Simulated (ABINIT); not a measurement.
Crystal: Ti.

```
Ti
1.0
    -1.64100    1.64100    1.64100
     1.64100   -1.64100    1.64100
     1.64100    1.64100   -1.64100
Ti
1
Cartesian
  0.0000 0.0000 0.0000
```

This isn't the form of Ti at room conditions, which is hcp.

Base run:

| Property | Result |
| --- | --- |
| Program | ABINIT 10.8.3 (patched build) |
| Functional | SCAN |
| Potentials or basis | JTH PAW PBE v2.0 |
| Cutoff | 490 eV |
| k mesh | 11 × 11 × 11 |
| Occupations | fermi-dirac, width 0.05 eV |
| Spin | no spin polarisation |

Its results: band gap on the k mesh none (metal or under the smearing width); pressure -3.5 GPa.

Task: The run is repeated on the same cell with these changes: functional from SCAN to PBE; cutoff from 490 eV to 408 eV; fine-grid cutoff from 979.61 eV to 816.342 eV. What comes out?

Result: Band gap on the k mesh none (metal or under the smearing width); pressure -2.3 GPa.

Caveats: the PAW data sets were made with another functional, which shifts forces and pressure a little (some runs).
